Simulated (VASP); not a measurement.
GaP: relaxation of cell and atoms with PBEsol

Crystal: GaP.

```
CELL_PARAMETERS angstrom
0.00000 2.72500 2.72500
2.72500 0.00000 2.72500
2.72500 2.72500 0.00000
ATOMIC_POSITIONS crystal
Ga 0.00000 0.00000 0.00000
P 0.25000 0.25000 0.25000
```

The cell was built by a generator and needn't be a form met in nature.

```json
{
  "Program": "VASP 6.6.1",
  "Task": "relaxation of cell and atoms",
  "Functional": "PBEsol",
  "Potentials or basis": "VASP PAW PBE potentials, release 64 (Ga_d, P)",
  "Cutoff": "600 eV",
  "k mesh": "8 × 8 × 8",
  "Occupations": "gaussian, width 0.01 eV",
  "Spin": "no spin polarisation",
  "Dipole correction": "no",
  "Further INCAR settings": "ALGO = Normal; EDIFF = 1e-07; IBRION = 2; EDIFFG = -0.002; NSW = 80; ISIF = 3"
}
```

| Item | Value |
| --- | --- |
| Relaxed volume | 20.09 Å³/atom |
| Relaxed cell | a = 3.844 Å, b = 3.844 Å, c = 3.844 Å, α = 60.00°, β = 60.00°, γ = 60.00° |
| Space group after relaxing (to 0.05 Å) | F-43m (No. 216) |
| Energy gained by relaxing | 0.3 meV/atom |
| Ionic steps | 3 |
| Pressure after relaxing | 0.0 GPa |
| Band gap on the k mesh | 1.50 eV, indirect (least direct gap 1.81 eV) |

Step by step:
```tsv
step	energy change (eV)	largest force (eV/Å)	pressure (GPa)	volume (Å³)
1	0.0000	0.0000	-0.60	40.47
2	-0.0004	0.0000	0.34	40.03
3	-0.0006	0.0000	0.00	40.18
```

Final structure:
```cif
data_structure
_symmetry_space_group_name_H-M 'P 1'
_symmetry_Int_Tables_number 1
_cell_length_a 3.8444
_cell_length_b 3.8444
_cell_length_c 3.8444
_cell_angle_alpha 60.000
_cell_angle_beta 60.000
_cell_angle_gamma 60.000
_cell_volume 40.18
loop_
_atom_site_label
_atom_site_type_symbol
_atom_site_fract_x
_atom_site_fract_y
_atom_site_fract_z
_atom_site_occupancy
Ga1 Ga 0.00000 0.00000 0.00000 1
P1 P 0.25000 0.25000 0.25000 1
```

Levels at points of the mesh, in eV from the valence-band top:
```tsv
k point	band 7	band 8	band 9	band 10	band 11	band 12
(0.00, 0.00, 0.00)	0.00	0.00	0.00	1.81	3.82	3.82
(0.50, 0.00, 0.00)	-6.74	-1.14	-1.14	1.61	4.65	4.65
(0.50, 0.50, 0.00)	-6.84	-2.74	-2.74	1.50	1.71	10.61
```

Run time: 21 s on 1 thread of Intel(R) Xeon(R) Platinum 8488C (Sapphire Rapids) (shared host), peak memory 0.19 GiB.

Caveat: the PAW data sets were made with another functional, which shifts forces and pressure a little. A k mesh can miss the band edges.
